Harmonic phonon frequencies of corundum Al₂O₃ (R-3c, 10-atom cell) at its relaxed cell, calculated with GPAW 26.7.0 using LDA, PAW data sets and a 680 eV plane-wave cutoff (800 eV for the relaxation). Atoms were displaced in a 1×1×1 supercell with a 4×4×4 k mesh and 0.05 eV Fermi-Dirac smearing. Phonon q row 1 is q = (0, 0, 0).

```
row  phonon q row (row)  phonon frequency (cm⁻¹)
  1                   1                      0.0
  2                   1                      0.0
  3                   1                      0.0
  4                   1                    310.8
  5                   1                    372.3
  6                   1                    372.3
  7                   1                    390.1
  8                   1                    390.1
  9                   1                    395.7
 10                   1                    416.6
 11                   1                    434.4
 12                   1                    434.4
 13                   1                    438.4
 14                   1                    438.4
 15                   1                    446.3
 16                   1                    446.3
 17                   1                    524.0
 18                   1                    578.0
 19                   1                    578.0
 20                   1                    578.8
 21                   1                    578.8
 22                   1                    590.6
 23                   1                    603.9
 24                   1                    633.1
 25                   1                    633.1
 26                   1                    643.3
 27                   1                    690.3
 28                   1                    753.3
 29                   1                    753.3
 30                   1                    753.6
```

Three sizes to remember

The phonon frequency is quoted as a wavenumber, and a phonon q row of 1 stands for the zone centre, where every unit cell moves in the same way. A stiff light oxide such as corundum vibrates there at a few hundred cm⁻¹, typically about 540 cm⁻¹ or 16 THz. The effective spring behind this is some 65 N/m for each Al–O bond and direction. The highest optic frequency is only about two and a half times the lowest.

That last ratio is the puzzle. Aluminium is roughly 1.7 times as heavy as oxygen, so a slow aluminium group and a fast oxygen group might seem natural. The table shows one broad band instead. Row 4 at its foot and rows 28 to 30 at its top show what shapes it.

Singles and pairs

Ten atoms with three directions each give 30 motions. In rows 1 to 3 the whole crystal shifts as one body, no bond changes, and the frequency is zero. The other 27 are optic modes, in which atoms of the cell move against each other.

These 27 consist of nine single frequencies and nine equal pairs. The pairs come from the threefold axis of the crystal. A pattern that favours one direction across this axis can be turned by 120° into a different pattern of the same energy, and two independent patterns are enough to build all three orientations. A motion that the turn leaves unchanged has no partner. Row 4 is such a single mode, and rows 5 and 6 are a pair.

Corundum symmetry allows nothing higher than a pair. Rows 28 to 30 look like a triplet, but they are a pair with a single mode 0.3 cm⁻¹ above it. So small a difference does not settle which of the two is higher in a real crystal.

Why the heavy atom is not slow

An atom's frequency depends on its mass and also on how many bonds hold it. Aluminium has six oxygen neighbours, while oxygen has four aluminium neighbours. If every bond acts as a spring of strength K, equally stiff in all directions, an atom that moves while its neighbours stand still has

ω² = 6K/m(Al) for aluminium
ω² = 4K/m(O) for oxygen

Here ω is the frequency and m the atomic mass, about 27 for Al and 16 for O in atomic mass units. Mass alone would put aluminium at 0.77 of the oxygen frequency. The extra bonds raise this to 0.94. The heavier atom is held more firmly, and the two effects nearly cancel.

The table agrees with this picture in one respect. The widest gap inside the optic band, between rows 16 and 17, has 13 modes below it and 14 above. A clean division by element would need a group of 9 to 12 aluminium modes, depending on where the three motions of one whole sublattice against the other are counted. The gap therefore does not separate aluminium from oxygen.

The spring model worked through

At the zone centre the equal-spring model can be solved by hand. The cell has 4 Al, 6 O and 24 bonds, and because all cells move alike, each Al is in effect joined once to each O. Suppose the aluminium atoms move against one another so that their displacements add up to zero. The pulls on every oxygen then cancel, the oxygens stay at rest, and the first formula above holds exactly. The same argument with the roles exchanged gives the second.

Four aluminium atoms allow three such patterns in each direction, hence 9 modes. Six oxygens allow five, hence 15. In the last three optic modes all aluminium moves one way and all oxygen the other, so both restoring terms add:

ω² = 6K/m(Al) + 4K/m(O)

One number, K, remains to be found. Each bond adds K/m(Al) + K/m(O) to the sum of all ω², once for each of three directions, and 24 × 3 = 72. Setting this sum equal to that of the 27 optic rows, whose root mean square is 541 cm⁻¹, gives

72 K (1/27 + 1/16) = 27 × 541²
K ≈ 1.1 × 10⁶ in units of cm⁻² times atomic mass units, or about 65 N/m

The three levels follow:

Al against Al: √(6K/27) ≈ 495 cm⁻¹, 9 modes
O against O: √(4K/16) ≈ 525 cm⁻¹, 15 modes
Al against O: √(6K/27 + 4K/16) ≈ 721 cm⁻¹, 3 modes

All optic rows, including those followed here, helped to set K, so the right average is built in. What can be judged is how the modes spread around it. The typical miss is 92 cm⁻¹, or 17 % of the root mean square frequency. The model explains why aluminium and oxygen share one range, but it bunches 24 modes far too tightly.

Row 4: bonds bend more easily than they stretch

Row 4 is where the equal springs fail most plainly. The calculation gives 311 cm⁻¹, and the model has nothing below 495 cm⁻¹. Some combined motion of the atoms must be much softer than the average bond suggests.

The standard reason lies in the direction of the forces. Pulling an oxygen straight away from an aluminium costs much energy, while moving it sideways changes the bond length very little. Motions that mostly turn bonds are therefore soft, and motions that stretch many bonds at once are hard. Equal springs treat both alike and lose this contrast.

The opposite extreme is a spring that resists only stretching. The cell has 24 bond lengths but 30 coordinates, so at least 30 − 24 = 6 independent motions change no bond length to first order. All of them would have zero frequency. The table has only three zeros, the shifts of the whole crystal. Resistance to bending, repulsion between oxygens or long-range electric forces must stiffen the other three.

Symmetry tells what kind of motions these three are. When the stretches are sorted by their behaviour under the symmetry operations, the loose optic motions turn out to be one single mode and one pair. The lowest optic rows in the table, 4 to 6, are also one single mode and one pair. It is tempting to read them as the bending motions that stretching springs would leave loose. This remains a guess, since the next pair lies only 18 cm⁻¹ above rows 5 and 6 and modes of the same symmetry mix.

How wide the band should be

The two extremes can be compared with the whole table through one number. Take the standard deviation of ω² over the 27 optic modes and divide it by the mean of ω². A narrow band gives a small value, and a band with very soft and very hard modes gives a large one.

This spread can be found without solving for each mode, because it needs only the sums of ω² and ω⁴. The sum of ω⁴ has one part from the force that holds each atom in place and one from the coupling between Al and O. With ideal bond angles the first part is the same for both kinds of spring. For the second, let a bond have strength s along its length and b in each of the two sideways directions. The sum s + 2b is held at 3K, so that the mean of ω² stays right, and the coupling part is proportional to

s² + 2b²

Equal springs have s = b = K, which gives 3K². Pure stretching has s = 3K and b = 0, which gives 9K². Putting all the stiffness into one direction triples the coupling part and pushes soft and hard modes apart.

The resulting spread is 0.28 for equal springs and 0.65 for pure stretching. The table gives 0.48, between the two. That is what bonds that bend more easily than they stretch, but do resist bending, should produce. It supports this cause but does not single it out, because electric forces beyond the nearest neighbours also move modes apart.

The real bond angles around aluminium and oxygen are not ideal. If all bonds keep the same stiffness, this raises the value for pure stretching and leaves that for equal springs unchanged. The table therefore stays between the two.

Rows 28 to 30: a good number for the wrong motion

At the top of the band the equal-spring model seems to do well. It puts three modes at 721 cm⁻¹, and the table has three near 753 cm⁻¹, only about 4.5 % higher. Even the pattern fits, because in a crystal with only one threefold axis the motion of one sublattice against the other splits into a pair and a single mode.

For the pair, at least, the motion is nevertheless a different one. When all aluminium ions move against all oxygen ions, the cell acquires an electric dipole, so the three modes of the model are polar. Corundum has an inversion centre, and in such a crystal a mode seen in Raman scattering is never polar. The highest measured Raman line lies at roughly 750 cm⁻¹, a recalled value, and belongs to a pair. This identifies rows 28 and 29 as a non-polar pair, in which atoms related by inversion move in opposite directions and their dipoles cancel.

The polar pairs must then lie lower in the table. Row 30 is a single mode, and this argument does not identify it. Theory offers a reason: in a transverse polar vibration the dipoles of neighbouring cells act on one another so as to weaken the restoring force. Springs between nearest neighbours do not contain this effect. A frequency that agrees to a few per cent is thus no proof that a model has found the right motion.

The same electric forces set a limit on the use of row 30. By symmetry ten of the 27 optic modes are polar, and the calculation gives them without the extra stiffness that a longitudinal wave gains from its own electric field. Measured longitudinal modes of corundum reach roughly 900 cm⁻¹, again a recalled value. Raman lines need no such correction, although the table does not say which rows they are. The upper edge of the strong infrared reflection must not be read from the last row.

Carrying the argument to a related oxide

For another oxide with one kind of cation and similar bonds throughout, first compare the number of bonds divided by the mass for each element. Where these ratios are close, as here, the elements can be expected to share one frequency range. With a heavier cation on the same sites and similar bonds, the cation motions move down and the two ranges begin to separate. Then ask how much a motion stretches bonds and how much it only turns them, since in corundum this contrast is a likelier cause of the wide band than the difference in mass.
